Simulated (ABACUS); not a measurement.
The system is Te.

```
Te
1.0
     4.45400    0.00000    0.00000
    -2.22700    3.85728    0.00000
     0.00000    0.00000    5.92400
Te
3
Cartesian
  1.6279 2.8197 0.0000
  -0.5991 1.0376 3.9493
  1.1981 0.0000 1.9747
```

* Program: ABACUS 3.10.1
* Task: single point
* Functional: PBEsol
* Potentials or basis: PseudoDojo NC SR 0.4.1 PBEsol standard
* Cutoff: 1129 eV
* Density cutoff: 4517 eV
* Basis: plane waves
* k mesh: 7 × 7 × 5
* Occupations: fermi-dirac, width 0.05 eV
* Spin: no spin polarisation

On this cell: pressure -0.8 GPa; largest force 0.152 eV/Å; band gap on the k mesh 0.58 eV, indirect (least direct gap 0.76 eV).

The same run follows on a disturbed copy (atoms moved at random, drawn with an rms of 0.05 Å):

```
CELL_PARAMETERS angstrom
4.45400 0.00000 0.00000
-2.22700 3.85728 0.00000
0.00000 0.00000 5.92400
ATOMIC_POSITIONS crystal
Te 0.72636 0.72628 0.99901
Te 0.00652 0.27843 0.67379
Te 0.27379 0.01099 0.33305
```

**Question.** What changes?

**Answer.** The energy moves by +0.5 meV/atom; pressure -1.2 GPa; largest force 0.203 eV/Å; band gap on the k mesh 0.44 eV, indirect (least direct gap 0.68 eV).

Forces on the atoms (eV/Å):
```
Te  -0.029  0.002  0.125
Te  -0.066  0.060 -0.182
Te   0.096 -0.062  0.057
```

Stress tensor (GPa, compression positive):
```
-1.22 -0.11 -0.04
-0.11 -1.27 -0.15
-0.04 -0.15 -0.98
```

Caveats: spin-orbit coupling is left out, which moves the levels of the heavy elements; an odd mesh through Γ misses points on the zone boundary, where band edges often lie.
